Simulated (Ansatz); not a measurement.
## InAs: experiment and calculation

**Experimental background.**

From a printed reference work, data compilation, for a bulk crystal of InAs: lattice constant a 6.05838 Å at 298.15 K; band gap 0.418 eV (direct) at 4.2 K.

The runs below are set against these values where they give the same quantity.

Theory: Ansatz, DFT r2SCAN, scalar-relativistic, plane waves, PAW.

Cutoff 500 eV; k points 10×10×10 on the computed 2-atom cell (Γ-centred); Gaussian smearing, width 0.01 eV; no spin polarisation.

Relaxed structure, symmetry kept:

```cif
data_structure
_symmetry_space_group_name_H-M 'F-43m'
_symmetry_Int_Tables_number 216
_cell_length_a 6.1085
_cell_length_b 6.1085
_cell_length_c 6.1085
_cell_angle_alpha 90.000
_cell_angle_beta 90.000
_cell_angle_gamma 90.000
_cell_volume 227.93
loop_
_atom_site_label
_atom_site_type_symbol
_atom_site_symmetry_multiplicity
_atom_site_Wyckoff_symbol
_atom_site_fract_x
_atom_site_fract_y
_atom_site_fract_z
_atom_site_occupancy
In1 In 4 a 0.00000 0.00000 0.00000 1
As1 As 4 d 0.25000 0.25000 0.75000 1
```

```json
{
  "Space group": "F-43m (No. 216)",
  "Volume per atom": "192.3 bohr³",
  "Formation energy from the elements' standard states (uncorrected)": "-0.388 eV/atom",
  "Generalised Kohn–Sham band gap": "0.08 eV, direct at Γ",
  "Löwdin character of the top 1 eV of the valence band": "As 4p 80 %, In 5p 17 %",
  "Löwdin character of the lowest 1 eV of the conduction band": "In 5s 37 %, As 4p 33 %, As 4s 19 %, In 5p 7 %",
  "Electron masses at the edge by Cartesian direction of the standard setting (m_e; degenerate bands sorted by energy; no spin-orbit coupling)": "x: 0.013; y: 0.013; z: 0.013",
  "Hole masses at the edge by Cartesian direction of the standard setting (m_e; degenerate bands sorted by energy; no spin-orbit coupling)": "x: 0.41, 0.41, 0.013; y: 0.41, 0.41, 0.013; z: 0.41, 0.41, 0.013",
  "Bulk modulus": "57 GPa",
  "Its pressure derivative": "4.7",
  "Bader charges (e)": "In (1 in the cell) 0.84, As (1 in the cell) -0.84"
}
```

Against the measured lattice constant a of InAs, 6.05838 Å (298.15 K; a printed reference work, data compilation), the calculated 6.108 Å is off by +0.8 %. The calculation is for 0 K without zero-point motion. Against the measured band gap of InAs, 0.418 eV (direct; 4.2 K; a printed reference work, data compilation), the calculated 0.08 eV is off by -0.33 eV. Kohn–Sham gaps of semilocal functionals fall short of measured ones as a rule; spin-orbit coupling, left out here, would usually lower the calculated gap of a compound with heavy elements.